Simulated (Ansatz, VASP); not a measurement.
# One calculation of Mo, two programs

INCAR

```
PREC = Accurate
ENCUT = 520
EDIFF = 1E-6
ISMEAR = 0
SIGMA = 0.15
LREAL = False
LASPH = True
NELM = 60
ALGO = Fast
ISIF = 2
LWAVE = False
LCHARG = False
GGA = PE
NBANDS = 13
```

The input KPOINTS:

```
Automatic mesh
0
Gamma
  22 22 22
```

The input POSCAR:

```
Mo
1.0
    0.0000000000      2.2451257376      1.5260119638
    2.2451257376      0.0000000000      1.5260119638
    2.2451257376      2.2451257376      0.0000000000
Mo
1
Direct
    0.0000000000      0.0000000000      0.0000000000
```

Input for Ansatz:

```yaml
crystal:
  lattice:
    - [0.0, 2.2451257376, 1.5260119638]
    - [2.2451257376, 0.0, 1.5260119638]
    - [2.2451257376, 2.2451257376, 0.0]
  atoms:
    - { symbol: Mo, position: [0.0, 0.0, 0.0] }
basis:
  ecutwfc: 420
kpoints:
  mp_grid: { grid: [22, 22, 22] }
hamiltonian:
  xc: pbe
scf:
  occupations: { method: gaussian, width: 0.15 }
output:
  forces: true
  stress: true
  eigenvalues: true
  write_density: true
  write_potential: true
  elf: true
  volumetric_format: npy
```

Alike in both runs: task single point; functional PBE; k mesh 22 × 22 × 22; occupations gaussian, width 0.15 eV; no spin polarisation.

|  | VASP | Ansatz |
| --- | --- | --- |
| version | VASP 6.6.1 | Ansatz 0.2.0 |
| potentials or method | VASP PAW PBE potentials, release 64 (Mo_sv) | scalar-relativistic, plane waves, PAW |
| plane-wave cutoff (eV) | 520 | 420 |
| valence electrons in the cell | 14 | 14 |

VASP gave:

| Quantity | Value |
| --- | --- |
| gap on the k mesh at the Fermi level (eV) | none |
| pressure (GPa) | 7.9 |
| largest component of the traceless stress (GPa) | 8.45 |

Estimate Ansatz's values.

gap on the k mesh at the Fermi level (eV): none; pressure (GPa): 7.3; largest component of the traceless stress (GPa): 8.45.

A gap of «none» marks a metal or a gap that the smearing closes. The functional is the same, so the differences come from potentials, cutoffs and numerics.
